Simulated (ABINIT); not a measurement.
HfC:

```
Hf C
1.0
     0.00000    2.32500    2.32500
     2.32500    0.00000    2.32500
     2.32500    2.32500    0.00000
Hf C
1 1
Direct
  0.50000 0.50000 0.50000
  0.00000 0.00000 0.00000
```

Base run:

```yaml
Program: ABINIT 10.8.3 (patched build)
Functional: PBEsol
Potentials_or_basis: JTH PAW PBE v2.0
Cutoff: 517 eV
k_mesh: 10 × 10 × 10
Occupations: fermi-dirac, width 0.05 eV
Spin: spin-orbit coupling, no magnetisation
```

Its results: band gap on the k mesh none (metal or under the smearing width); pressure -6.7 GPa.

Problem. The run is repeated on the same cell with these changes: functional from PBEsol to revPBE. What comes out?

Solution. Band gap on the k mesh none (metal or under the smearing width); pressure 2.7 GPa.

revPBE binds less tightly than PBEsol, so the same cell stands under more pressure.

Caveats: the PAW data sets were made with another functional, which shifts forces and pressure a little.
